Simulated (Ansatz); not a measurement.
## Structure relaxation of Si3Mo

All numbers below come from Ansatz, DFT PBE, scalar-relativistic, plane waves, PAW. Cutoff 420 eV, Γ-centred k mesh, Gaussian smearing, no spin polarisation in the final step.

The start puts Si3Mo on the A15 structure type (Pm-3n, No. 223), with Mo in place of Si, Si in place of Cr, at a guessed volume.

```xyz
8
Lattice="4.9748 0.0000 0.0000 0.0000 4.9748 0.0000 0.0000 0.0000 4.9748" Properties=species:S:1:pos:R:3 pbc="T T T"
Si    0.0000    2.4874    1.2437
Si    0.0000    2.4874    3.7311
Si    1.2437    0.0000    2.4874
Si    3.7311    0.0000    2.4874
Si    2.4874    3.7311    0.0000
Si    2.4874    1.2437    0.0000
Mo    0.0000    0.0000    0.0000
Mo    2.4874    2.4874    2.4874
```

Cell and atoms relax at zero pressure; the relaxation can't lower the symmetry of the start. After a coarse first stage the cell is made exact in the group found at 0.06 Å.

The zero of energy is the elements' standard structures at the same level; no fitted shifts are applied.

(1) Describe the relaxed structure.

(2) What are its volume, energy, density and gap?

## Answers

(1) It keeps Pm-3n (No. 223). The result has the A15 structure. Conventional cell: a = 4.812 Å. Si is coordinated by 2 Si at 2.41 Å, 4 Mo at 2.69 Å and 8 Si at 2.95 Å; Mo has 12 Si at 2.69 Å.

Space group Pm-3n (No. 223). a = 4.812 Å, b = 4.812 Å, c = 4.812 Å, α = 90.00°, β = 90.00°, γ = 90.00°
```csv
atom,site,symmetry,x,y,z
Si,6c,-4m.2,0.0000,0.5000,0.2500
Mo,2a,m-3.,0.0000,0.0000,0.0000
```

(2) The volume per atom is 13.93 Å³. The density is 5.37 g/cm³, the energy over the elements is 0.02 eV/atom and the gap on the 8×8×8 mesh is 0 eV (a metal).

The final run used a 8×8×8 mesh on its 8-atom cell and 0.10 eV smearing. The k mesh leaves about 4 meV/atom of noise in metals. Symmetry constrained the relaxation, so the result can be a saddle point.

Cost: 3 runs of about 0.5 core-minutes in all, on Intel Xeon 6975P-C (Granite Rapids) (shared hosts).